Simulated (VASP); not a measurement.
Data:

```xyz
8
Lattice="-2.7864 2.7864 5.6159 2.7864 -2.7864 5.6159 2.7864 2.7864 -5.6159" Properties=species:S:1:pos:R:3 pbc="T T T"
In     0.0000     0.0000     5.6159
In     2.7864     0.0000     2.8080
Cu     0.0000     2.7864     2.8080
Cu     0.0000     0.0000     0.0000
S      1.5537     1.3932     7.0199
S      4.1796     1.2327    -1.4040
S      1.2327     1.3932     1.4040
S     -1.3932     1.5537     4.2120
```

Level of theory: PBEsol GGA, VASP's PBE PAW potentials (set 64) (plane waves; VASP). Numerical set-up: 300 eV cut-off, 6×6×6 Γ-centred mesh, first-order Methfessel-Paxton smearing of 0.14 eV, potentials In_d Cu S.

At this cut-off the stress carries a Pulay error, which pulls relaxed volumes low.

Problem. Predict the energy per atom (σ→0), pressure, largest force.

Solution. 
The energy per atom (σ→0) is -4.508 eV/atom. The pressure is -3.80 GPa and the largest force is 0.077 eV/Å.

The structure comes from a computed database's InCuS2 entry; how it stands against other phases isn't given here. The cell was not relaxed at this level.
